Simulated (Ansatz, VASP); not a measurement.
# S: VASP beside Ansatz

```
S
1.0
     1.93620    0.00000    0.00000
     0.00000    1.93620    0.00000
     0.00000    0.00000    1.93620
S
1
Cartesian
  0.0000 0.0000 0.0000
```

Change from the starting cell: volume scaled by 0.45, LAPW.

Alike in both runs: task single point; functional LDA; k mesh 16 × 16 × 16; occupations fermi-dirac, width 0.08 eV; no spin polarisation.

|  | VASP | Ansatz |
| --- | --- | --- |
| version | VASP 6.6.1 | Ansatz 0.2.0 |
| potentials or method | VASP PAW LDA potentials, release 64 (S), cutoff 520 eV | all-electron LAPW, scalar-relativistic |

```csv
,VASP,Ansatz,Ansatz less VASP
pressure (GPa),256.4,263.0,+6.62
```

Ansatz ran all-electron here, so the differences hold the error of VASP's frozen core and of both bases.

Caveats: the cell as given lies far from equilibrium; so large a pressure means that the cell lies far from this level's equilibrium, or that cutoff or potentials fall short (VASP).
